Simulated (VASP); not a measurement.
# Gd (P6_3/mmc) in VASP: band structure with LDA

Aim: the band structure of Gd with LDA.

Program: VASP 6.6.1. These are calculated values, not measurements. Logs are shortened: lines on timing, memory, paths and dates and some standing lists are left out, and cuts for length are marked.

### 1 The structure

It takes space group P6_3/mmc (No. 194, hexagonal). Conventional cell: a = 3.462 Å, b = 3.462 Å, c = 5.551 Å, α = 90.00°, β = 90.00°, γ = 120.00°. Gd (site symmetry -6m2) is surrounded by 12 Gd at 3.42 to 3.46 Å.

### 2 Band structure, LDA, collinear spin, ferromagnetic start

Contents of POSCAR:

```
Gd                                      
1.0
    3.4620205191      0.0000000000     -0.0000000000
   -1.7310102595      2.9981977195     -0.0000000000
   -0.0000000000      0.0000000000      5.5509558172
  Gd            
     2
Direct
     0.3333333300000021    0.6666666699999979    0.2500000000000000
     0.6666666699999979    0.3333333300000021    0.7500000000000000
```

Contents of INCAR.step1:

```
SYSTEM = Gd
  ALGO = Normal
  EDIFF = 1E-7
  ENCUT = 350
  GGA = CA
  ISIF = 2
  ISMEAR = 0
  ISPIN = 2
  LASPH = .True.
  LCHARG = .True.
  LMAXMIX = 6
  LORBIT = 11
  LREAL = .False.
  LWAVE = .False.
  MAGMOM = 7 7
  NELM = 120
  PREC = Accurate
  SIGMA = 0.1
```

Contents of KPOINTS.step1:

```
k-points
0
Gamma
  9 9 4
  0 0 0
```

Contents of INCAR.step2:

```
SYSTEM = Gd
  ALGO = Normal
  EDIFF = 1E-7
  ENCUT = 350
  GGA = CA
  ICHARG = 11
  ISIF = 2
  ISMEAR = 0
  ISPIN = 2
  LASPH = .True.
  LCHARG = .False.
  LMAXMIX = 6
  LORBIT = 11
  LREAL = .False.
  LWAVE = .False.
  MAGMOM = 7 7
  NELM = 120
  PREC = Accurate
  SIGMA = 0.05
```

Contents of KPOINTS.step2:

```
path GMKGALHA,LM,KH
20
line-mode
reciprocal
 0.0000000000  0.0000000000  0.0000000000  G
 0.5000000000  0.0000000000  0.0000000000  M

 0.5000000000  0.0000000000  0.0000000000  M
 0.3333333333  0.3333333333  0.0000000000  K

 0.3333333333  0.3333333333  0.0000000000  K
 0.0000000000  0.0000000000  0.0000000000  G

 0.0000000000  0.0000000000  0.0000000000  G
 0.0000000000  0.0000000000  0.5000000000  A

 0.0000000000  0.0000000000  0.5000000000  A
 0.5000000000  0.0000000000  0.5000000000  L

 0.5000000000  0.0000000000  0.5000000000  L
 0.3333333333  0.3333333333  0.5000000000  H

 0.3333333333  0.3333333333  0.5000000000  H
 0.0000000000  0.0000000000  0.5000000000  A

 0.5000000000  0.0000000000  0.5000000000  L
 0.5000000000  0.0000000000  0.0000000000  M

 0.3333333333  0.3333333333  0.0000000000  K
 0.3333333333  0.3333333333  0.5000000000  H
```

Potentials or basis: VASP PAW PBE potentials, release 64 (Gd).

On the command line:

```sh
> cat potpaw_PBE.64/Gd/POTCAR > POTCAR
> cp INCAR.step1 INCAR
> cp KPOINTS.step1 KPOINTS
> mpirun -np 1 vasp_std > vasp.out
> cp INCAR.step2 INCAR
> cp KPOINTS.step2 KPOINTS
> mpirun -np 1 vasp_std > vasp.out
```

OUTCAR:

```text
SYSTEM = Gd
   EDIFF = 1E-7
   ENCUT = 350
   GGA = CA
   ICHARG = 11
   ISIF = 2
   ISMEAR = 0
   ISPIN = 2
   LASPH = .True.
   LORBIT = 11
   LREAL = .False.
   NELM = 120
   PREC = Accurate

 ion  position               nearest neighbor table
   1  0.333  0.667  0.250-   2 3.42   2 3.42   2 3.42   2 3.42   2 3.42   2 3.42
   2  0.667  0.333  0.750-   1 3.42   1 3.42   1 3.42   1 3.42   1 3.42   1 3.42

  LATTYP: Found a hexagonal cell.
 ALAT       =     3.4620205191
 C/A-ratio  =     1.6033861690

  Lattice vectors:

 A1 = (   3.4620205191,   0.0000000000,   0.0000000000)
 A2 = (  -1.7310102595,   2.9981977195,   0.0000000000)
 A3 = (   0.0000000000,   0.0000000000,   5.5509558172)

Analysis of symmetry for initial positions (statically):
=====================================================================
 Subroutine PRICEL returns:
 Original cell was already a primitive cell.

 Routine SETGRP: Setting up the symmetry group for a
 hexagonal supercell.

 Subroutine GETGRP returns: Found 24 space group operations
 (whereof 12 operations were pure point group operations)
 out of a pool of 24 trial point group operations.

The static configuration has the point symmetry D_3d.
 The point group associated with its full space group is D_6h.

Analysis of symmetry for dynamics (positions and initial velocities):
=====================================================================
 Subroutine PRICEL returns:
 Original cell was already a primitive cell.

 Routine SETGRP: Setting up the symmetry group for a
 hexagonal supercell.

 Subroutine GETGRP returns: Found 24 space group operations
 (whereof 12 operations were pure point group operations)
 out of a pool of 24 trial point group operations.

The dynamic configuration has the point symmetry D_3d.
 The point group associated with its full space group is D_6h.

Analysis of structural, dynamic, and magnetic symmetry:
=====================================================================
 Subroutine PRICEL returns:
 Original cell was already a primitive cell.

 Routine SETGRP: Setting up the symmetry group for a
 hexagonal supercell.

 Subroutine GETGRP returns: Found 24 space group operations
 (whereof 12 operations were pure point group operations)
 out of a pool of 24 trial point group operations.

The overall configuration has the point symmetry D_3d.
 The point group associated with its full space group is D_6h.

 Subroutine INISYM returns: Found 24 space group operations
 (whereof 12 operations are pure point group operations),
 and found     1 'primitive' translations

----------------------------------------------------------------------------------------

                                     Primitive cell

  volume of cell :      57.6179

  direct lattice vectors                    reciprocal lattice vectors
     3.462020519  0.000000000  0.000000000     0.288848664  0.166766854  0.000000000
    -1.731010260  2.998197719  0.000000000     0.000000000  0.333533707  0.000000000
     0.000000000  0.000000000  5.550955817     0.000000000  0.000000000  0.180149155

  length of vectors
     3.462020519  3.462020520  5.550955817     0.333533707  0.333533707  0.180149155

  position of ions in fractional coordinates (direct lattice)
     0.333333330  0.666666670  0.250000000
     0.666666670  0.333333330  0.750000000

  ion indices of the primitive-cell ions
   primitive index   ion index
                 1           1
                 2           2

----------------------------------------------------------------------------------------

 KPOINTS: path GMKGALHA,LM,KH

Interpolating k-points between supplied coordinates.

 Line segments in fractional coordinates (reciprocal lattice):
    0.000000  0.000000  0.000000  ...  0.500000  0.000000  0.000000
    0.500000  0.000000  0.000000  ...  0.333333  0.333333  0.000000
    0.333333  0.333333  0.000000  ...  0.000000  0.000000  0.000000
    0.000000  0.000000  0.000000  ...  0.000000  0.000000  0.500000
    0.000000  0.000000  0.500000  ...  0.500000  0.000000  0.500000
    0.500000  0.000000  0.500000  ...  0.333333  0.333333  0.500000
    0.333333  0.333333  0.500000  ...  0.000000  0.000000  0.500000
    0.500000  0.000000  0.500000  ...  0.500000  0.000000  0.000000
    0.333333  0.333333  0.000000  ...  0.333333  0.333333  0.500000

 Generated    20 points on each line segment, for a total of    180 k-points:

 Following reciprocal coordinates:
            Coordinates               Weight
  0.000000  0.000000  0.000000      0.005556
  0.026316  0.000000  0.000000      0.005556
  0.052632  0.000000  0.000000      0.005556
  0.078947  0.000000  0.000000      0.005556
  0.105263  0.000000  0.000000      0.005556
  0.131579  0.000000  0.000000      0.005556
[... 16 lines left out ...]
  0.482456  0.035088  0.000000      0.005556
  0.473684  0.052632  0.000000      0.005556
 [... further k-points ...]
   k-points           NKPTS =    180   k-points in BZ     NKDIM =    180   number of bands    NBANDS=     29
   number of dos      NEDOS =    301   number of ions     NIONS =      2
   total plane-waves  NPLWV =  20736
   dimension x,y,z NGX =    24 NGY =   24 NGZ =   36
   dimension x,y,z NGXF=    48 NGYF=   48 NGZF=   72
   ions per type =               2
   NGX,Y,Z   is equivalent  to a cutoff of  11.52, 11.52, 10.78 a.u.
   NGXF,Y,Z  is equivalent  to a cutoff of  23.05, 23.05, 21.56 a.u.
 SYSTEM =  Gd
   PREC   = accura    normal or accurate (medium, high low for compatibility)
   ISTART =      0    job   : 0-new  1-cont  2-samecut
   ICHARG =     11    charge: 1-file 2-atom 10-const
   ISPIN  =      2    spin polarized calculation?
   LNONCOLLINEAR =      F non collinear calculations
   LSORBIT =      F    spin-orbit coupling
   LASPH  =      T    aspherical Exc in radial PAW
   ENCUT  =  350.0 eV  25.72 Ry    5.07 a.u.   5.28  5.28  8.47*2*pi/ulx,y,z
   NELM   =    120;   NELMIN=  2; NELMDL=  0     # of ELM steps
   EDIFF  = 0.1E-06   stopping-criterion for ELM
   LREAL  =      F    real-space projection
   EDIFFG = 0.1E-05   stopping-criterion for IOM
   NSW    =      0    number of steps for IOM
   IBRION =     -1    ionic relax: 0-MD 1-quasi-New 2-CG
   NFREE  =      0    steps in history (QN), initial steepest desc. (CG)
   ISIF   =      2    stress and relaxation
   ISYM   =      2    0-nonsym 1-usesym 2-fastsym
   POTIM  = 0.5000    time-step for ionic-motion
   TEBEG  =    0.0;   TEEND  =   0.0 temperature during run
   PSTRESS=    0.0 pullay stress
   NELECT =      36.0000    total number of electrons
   NUPDOWN=      -1.0000    fix difference up-down
   EMIN   =  10.00;   EMAX   =-10.00  energy-range for DOS
   EFERMI =   0.00;   METHOD = LEGACY
   ISMEAR =     0;   SIGMA  =   0.05  broadening in eV -4-tet -1-fermi 0-gaus
   EFERMI_NEDOS =   21; number of points for ismear=-14 and -15
   IALGO  =     38    algorithm
   IMIX   =      4    mixing-type and parameters
     AMIX     =   0.40;   BMIX     =  1.00
     AMIX_MAG =   1.60;   BMIX_MAG =  1.00
  volume/ion in A,a.u.               =      28.81       194.41
  Fermi-wavevector in a.u.,A,eV,Ry     =   1.399554  2.644774 26.650444  1.958752
  Thomas-Fermi vector in A             =   2.522602
   LORBIT       =     11    0 simple, 1 ext, 2 COOP (PROOUT), +10 PAW based schemes
   GGA     = CA    functional components
   LHFCALC =     F    Hartree Fock is set to
   AEXX    =    0.0000 exact exchange contribution
   IVDW    =     0    specifies the selected vdW correction
   LEPSILON=     F    determine dielectric tensor
   LRPA    =     F    only Hartree local field effects (RPA)
 spin polarized calculation
 Gauss-broadening in eV      SIGMA  =   0.05
  energy-cutoff  :      350.00
  volume of cell :       57.62
 maximum number of plane-waves:       872
 NGX is ok and might be reduce to    24

 number of electron      35.9999973 magnetization      14.7469863

 Free energy of the ion-electron system (eV)
  ---------------------------------------------------
  ext. energy  EPLUGINS =         0.00000000
  ---------------------------------------------------
  free energy    TOTEN  =       -23.66332010 eV

  energy without entropy =      -23.65639364  energy(sigma->0) =      -23.65985687

 E-fermi :   3.3814     XC(G=0): -10.8876

 val. band max:        3.3812397093   @ k =   0.5000   0.0000   0.1316
 cond. band min:       3.3836221728   @ k =   0.4474   0.1053   0.5000
 fundamental gap:      0.0023824635
 Fermi energy:         3.3813864574

 spin component 1

 k-point     1 :       0.0000    0.0000    0.0000
  band No.  band energies     occupation
      1     -41.2568      1.00000
      2     -41.1295      1.00000
      3     -19.4331      1.00000
      4     -18.4714      1.00000
      5     -18.4714      1.00000
      6     -18.3135      1.00000
[... 21 lines left out ...]
     28       5.1893      0.00000
     29       5.5625      0.00000
[... 705 lines left out ...]
 k-point    24 :       0.4737    0.0526    0.0000
  band No.  band energies     occupation
      1     -41.1402      1.00000
      2     -41.0996      1.00000
      3     -19.2855      1.00000
      4     -19.0935      1.00000
      5     -18.9336      1.00000
      6     -18.7284      1.00000
[... 21 lines left out ...]
     28       4.7684      0.00000
     29       5.4666      0.00000

 [... further k-points ...]

 spin component 2

 k-point     1 :       0.0000    0.0000    0.0000
  band No.  band energies     occupation
      1     -38.3741      1.00000
      2     -38.2183      1.00000
      3     -17.3978      1.00000
      4     -16.2472      1.00000
      5     -16.2472      1.00000
      6     -16.0631      1.00000
[... 21 lines left out ...]
     28       6.1702      0.00000
     29       6.6321      0.00000
[... 705 lines left out ...]
 k-point    24 :       0.4737    0.0526    0.0000
  band No.  band energies     occupation
      1     -38.2309      1.00000
      2     -38.1814      1.00000
      3     -17.2271      1.00000
      4     -16.9932      1.00000
      5     -16.8015      1.00000
      6     -16.5547      1.00000
[... 21 lines left out ...]
     28       5.8497      0.00000
     29       6.4726      0.00000

 [... further k-points ...]
[... 5 lines left out ...]
  --------------------------------------------------------------------------------------
  -------------------------------------------------------------------------------------
  Total        3.3290502      3.3290502      3.2141550      0.0000000      0.0000000      0.0000000
  in kB       92.5706368     92.5706369     89.3757544      0.0000000      0.0000000      0.0000000
  external PRESSURE =      91.5056760 kB  Pullay stress =       0.0000000 kB

 VOLUME and BASIS-vectors are now :
 -----------------------------------------------------------------------------
  energy-cutoff  :      350.00
  volume of cell :       57.62
      direct lattice vectors                 reciprocal lattice vectors
     3.462020519  0.000000000  0.000000000     0.288848664  0.166766854  0.000000000
    -1.731010260  2.998197719  0.000000000     0.000000000  0.333533707  0.000000000
     0.000000000  0.000000000  5.550955817     0.000000000  0.000000000  0.180149155

 POSITION                                       TOTAL-FORCE (eV/Angst)
 -----------------------------------------------------------------------------------
     -0.00000      1.99880      1.38774        -0.000000      0.000000      0.000000
      1.73101      0.99940      4.16322         0.000000     -0.000000      0.000000
 -----------------------------------------------------------------------------------
    total drift:                               -0.000014      0.000008     -0.000000

  FREE ENERGIE OF THE ION-ELECTRON SYSTEM (eV)
  ---------------------------------------------------
  free  energy   TOTEN  =       -23.6633201016 eV

  energy  without entropy=      -23.6563936401  energy(sigma->0) =      -23.65985687

 total charge

# of ion       s       p       d       f       tot
--------------------------------------------------
    1        2.078   5.492   0.650   7.066  15.286
    2        2.078   5.492   0.650   7.066  15.286
--------------------------------------------------
tot          4.157  10.984   1.299  14.132  30.573

 magnetization (x)

# of ion       s       p       d       f       tot
--------------------------------------------------
    1        0.006  -0.032   0.160   6.716   6.851
    2        0.006  -0.032   0.160   6.716   6.851
--------------------------------------------------
tot          0.012  -0.063   0.320  13.433  13.701
```

It took 4.4 min on 1 thread of Intel Xeon Platinum 8488C (Sapphire Rapids), shared host; peak memory 0.34 GiB.

Results:

| Quantity | Value |
| --- | --- |
| Band gap along the path | none (metal or under the smearing width) |
| Net moment | 14.75 μB per cell |

Levels at the corners of the path, in eV from the Fermi level:
Spin up:
```
point  band 22  band 23  band 24  band 25  band 26  band 27  band 28  band 29
    Γ    -4.12    -4.12    -2.54     1.52     1.52     1.65     1.88     2.25
    M    -4.13    -2.00    -1.97    -1.45     0.56     1.22     1.47     2.14
    M    -4.13    -2.00    -1.97    -1.45     0.56     1.22     1.47     2.14
    K    -4.15    -1.42    -0.69    -0.69    -0.33     0.97     0.97     2.52
    K    -4.15    -1.42    -0.69    -0.69    -0.33     0.97     0.97     2.52
    Γ    -4.12    -4.12    -2.54     1.51     1.52     1.65     1.87     2.25
    Γ    -4.12    -4.12    -2.54     1.51     1.52     1.65     1.89     2.26
    A    -4.12    -3.38    -3.38     0.71     0.72     1.43     1.43     1.43
    A    -4.12    -3.38    -3.38     0.71     0.71     1.43     1.43     1.43
    L    -4.16    -2.29    -2.29    -0.44    -0.44     2.31     2.32     3.01
    L    -4.16    -2.29    -2.29    -0.44    -0.44     2.31     2.31     3.01
    H    -4.15    -0.87    -0.87    -0.49    -0.49     0.68     0.68     2.79
    H    -4.15    -0.87    -0.87    -0.49    -0.49     0.68     0.68     2.79
    A    -4.12    -3.38    -3.38     0.71     0.72     1.43     1.43     1.43
    L    -4.16    -2.29    -2.29    -0.44    -0.44     2.31     2.31     3.01
    M    -4.13    -2.00    -1.97    -1.45     0.56     1.22     1.47     2.14
    K    -4.15    -1.42    -0.69    -0.69    -0.33     0.97     0.97     2.52
    H    -4.15    -0.87    -0.87    -0.49    -0.49     0.68     0.68     2.79
```
Spin down:
```
point  band 6  band 7  band 8  band 9  band 10  band 11  band 12  band 13  band 14  band 15
    Γ  -19.37  -19.37  -19.34   -4.33    -1.78     0.30     0.36     0.42     0.52     0.52
    M  -19.85  -19.68  -19.52   -1.25    -1.22    -0.82     0.35     0.45     0.52     0.54
    M  -19.85  -19.68  -19.52   -1.25    -1.22    -0.82     0.35     0.45     0.52     0.54
    K  -19.92  -19.88  -19.88   -0.94     0.26     0.26     0.41     0.41     0.43     0.43
    K  -19.92  -19.88  -19.88   -0.94     0.26     0.26     0.41     0.41     0.43     0.43
    Γ  -19.37  -19.37  -19.34   -4.33    -1.78     0.30     0.36     0.42     0.52     0.52
    Γ  -19.37  -19.37  -19.34   -4.33    -1.78     0.30     0.36     0.42     0.52     0.52
    A  -19.47  -19.47  -19.47   -2.60    -2.60     0.19     0.19     0.46     0.46     0.49
    A  -19.47  -19.47  -19.47   -2.60    -2.60     0.19     0.19     0.46     0.46     0.49
    L  -19.69  -19.69  -19.69   -1.60    -1.60     0.03     0.03     0.49     0.49     0.53
    L  -19.69  -19.69  -19.69   -1.60    -1.60     0.03     0.03     0.49     0.49     0.53
    H  -20.14  -19.57  -19.57   -0.40    -0.40    -0.13    -0.13     0.45     0.45     0.48
    H  -20.14  -19.57  -19.57   -0.40    -0.40    -0.13    -0.13     0.45     0.45     0.48
    A  -19.47  -19.47  -19.47   -2.60    -2.60     0.19     0.19     0.46     0.46     0.49
    L  -19.69  -19.69  -19.69   -1.60    -1.60     0.03     0.03     0.49     0.49     0.53
    M  -19.85  -19.68  -19.52   -1.25    -1.22    -0.82     0.35     0.45     0.52     0.54
    K  -19.92  -19.88  -19.88   -0.94     0.26     0.26     0.41     0.41     0.43     0.43
    H  -20.14  -19.57  -19.57   -0.40    -0.40    -0.13    -0.13     0.45     0.45     0.48
```

Caveat: the cutoff is under 1.25 times the usual one of these potentials, so pressure, stress and relaxed cells hold a basis-set (Pulay) error; the log is that of the step along the path at fixed density, whose energy, stress, charges and moments have no meaning; the PAW data sets were made with another functional, which shifts forces and pressure a little; spin-orbit coupling is left out, which moves the levels of the heavy elements. The state reached can hang on the start; a lower one may exist.
